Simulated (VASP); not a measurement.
**MnH4: single point with PBE**

The system is MnH4, a sheet with vacuum.

```xyz
5
Lattice="3.3538 0.0000 0.0000 0.0000 3.3538 0.0000 0.0000 0.0000 23.8000" Properties=species:S:1:pos:R:3 pbc="T T T"
Mn    0.0000    0.0000    7.0000
H     2.8293    1.6769    7.0000
H     0.5245    1.6769    7.0000
H     1.6769    0.5245    7.0000
H     1.6769    2.8293    7.0000
```

The cell was built by a generator and needn't be a form met in nature.

```json
{
 "Program": "VASP 6.6.1",
 "Task": "single point",
 "Functional": "PBE",
 "Potentials or basis": "VASP PAW PBE potentials, release 64 (Mn_pv, H)",
 "Cutoff": "520 eV",
 "k mesh": "12 × 12 × 1",
 "Occupations": "gaussian, width 0.1 eV",
 "Spin": "collinear spin, typed start",
 "Starting moments": "[2.21, 0.0, 0.0, 0.0, 0.0] μB",
 "Dipole correction": "yes",
 "Further INCAR settings": "ALGO = Fast; EDIFF = 1e-07; NBANDS = 20"
}
```

- Largest force: 0.090 eV/Å
- Band gap on the k mesh: none (metal or under the smearing width)
- Net moment: 2.74 μB per cell
- Site moments: Mn +2.69; H -0.01 μB
- Valence electrons inside the program's atomic spheres: Mn 11.85; H 0.55
- Work function of the upper face: 3.60 eV
- Work function of the lower face: 3.60 eV

Forces on the atoms (eV/Å):
```
Mn   0.000  0.000  0.000
H   -0.090  0.000  0.000
H    0.090  0.000  0.000
H    0.000  0.090  0.000
H    0.000 -0.090  0.000
```

Levels at points of the mesh, in eV from the Fermi level:
Spin up:
| k point | band 8 | band 9 | band 10 | band 11 | band 12 | band 13 |
| --- | --- | --- | --- | --- | --- | --- |
| (0.00, 0.00, 0.00) | -1.67 | -1.67 | -0.30 | 1.89 | 1.89 | 2.80 |
| (0.50, 0.00, 0.00) | -2.16 | -1.61 | -1.47 | 2.61 | 3.02 | 4.80 |
| (0.50, 0.50, 0.00) | -2.25 | -2.16 | -2.06 | 1.36 | 2.04 | 5.71 |
Spin down:
```
           k point  band 5  band 6  band 7  band 8  band 9  band 10
(0.00, 0.00, 0.00)   -7.22   -0.19    0.00    0.29    0.66     0.66
(0.50, 0.00, 0.00)   -9.67   -2.13   -0.65    0.74    0.85     1.05
(0.50, 0.50, 0.00)   -8.10   -6.11   -0.21   -0.21    0.80     1.06
```

Run time: 7.6 min on 1 thread of Intel(R) Xeon(R) 6975P-C (Granite Rapids) (shared host), peak memory 0.59 GiB.
